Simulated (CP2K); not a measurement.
A run of CP2K 2026.2 is set up as follows.

mgb2_scf.inp

```
&GLOBAL
  PROJECT mgb2_scf
  RUN_TYPE ENERGY_FORCE
  PRINT_LEVEL LOW
&END GLOBAL
&FORCE_EVAL
  METHOD QS
  STRESS_TENSOR ANALYTICAL
  &DFT
    BASIS_SET_FILE_NAME BASIS_MOLOPT_UZH
    POTENTIAL_FILE_NAME POTENTIAL_UZH
    &MGRID
      CUTOFF 1400
      REL_CUTOFF 60
      NGRIDS 4
    &END MGRID
    &QS
      METHOD GPW
      EPS_DEFAULT 1.0E-10
    &END QS
    &KPOINTS
      SCHEME MONKHORST-PACK 10 10 8
      GAMMA_CENTERED T
      SYMMETRY T
      SYMMETRY_BACKEND SPGLIB
    &END KPOINTS
    &SCF
      SCF_GUESS ATOMIC
      EPS_SCF 1.0E-6
      MAX_SCF 100
      ADDED_MOS 12
      CHOLESKY OFF
      EPS_EIGVAL 1.0E-7
      &DIAGONALIZATION ON
        ALGORITHM STANDARD
      &END DIAGONALIZATION
      &MIXING ON
        METHOD BROYDEN_MIXING
        ALPHA 0.4
        BETA 1.5
        NBUFFER 8
      &END MIXING
      &SMEAR ON
        METHOD GAUSSIAN
        SIGMA [eV] 0.02
      &END SMEAR
    &END SCF
    &XC
      &XC_FUNCTIONAL
        &GGA_X_PBE_SOL
        &END GGA_X_PBE_SOL
        &GGA_C_PBE_SOL
        &END GGA_C_PBE_SOL
      &END XC_FUNCTIONAL
    &END XC
    &PRINT
      &KPOINTS ON
      &END KPOINTS
      &MULLIKEN ON
      &END MULLIKEN
      &MO ON
        ENERGIES T
        OCCUPATION_NUMBERS T
        &EACH
          QS_SCF 0
        &END EACH
        ADD_LAST NUMERIC
      &END MO
      &LOWDIN ON
      &END LOWDIN
      &HIRSHFELD ON
        SHAPE_FUNCTION DENSITY
      &END HIRSHFELD
    &END PRINT
  &END DFT
  &SUBSYS
    &CELL
      A 3.0850000000 0.0000000000 0.0000000000
      B -1.5425000000 2.6716883707 0.0000000000
      C 0.0000000000 0.0000000000 3.5230000000
      PERIODIC XYZ
    &END CELL
    &COORD
      SCALED
      Mg  0.0000000000 0.0000000000 0.0000000000
      B   0.6666666667 0.3333333333 0.5000000000
      B   0.3333333333 0.6666666667 0.5000000000
    &END COORD
    &KIND Mg
      BASIS_SET TZVP-MOLOPT-PBE-GTH-q10
      POTENTIAL GTH-PBE-q10
    &END KIND
    &KIND B
      BASIS_SET TZVP-MOLOPT-PBE-GTH-q3
      POTENTIAL GTH-PBE-q3
    &END KIND
    &PRINT
      &ATOMIC_COORDINATES ON
      &END ATOMIC_COORDINATES
      &CELL ON
      &END CELL
    &END PRINT
  &END SUBSYS
  &PRINT
    &FORCES ON
    &END FORCES
    &STRESS_TENSOR ON
    &END STRESS_TENSOR
  &END PRINT
&END FORCE_EVAL
```

Potentials or basis: POTENTIAL_UZH Mg GTH-PBE-q10, B GTH-PBE-q3; TZVP-MOLOPT-PBE-GTH basis.

Command:

```console
$ OMP_NUM_THREADS=1 cp2k.psmp -i mgb2_scf.inp -o mgb2_scf.out
```

(1) What does it give for the band gap on the k mesh?

(2) Predict the Hirshfeld charges.

(3) Estimate the pressure.

(4) What does it give for the Mulliken charges?

## Answers

(1) none (metal or under the smearing width).

(2) Mg +0.31; B -0.15 e.

(3) -0.9 GPa.

(4) Mg +0.66; B -0.33 e.

Caveat: the potentials were made for another functional, which shifts forces and pressure; the basis of atomic orbitals isn't converged, which shifts pressures, moduli and gaps.
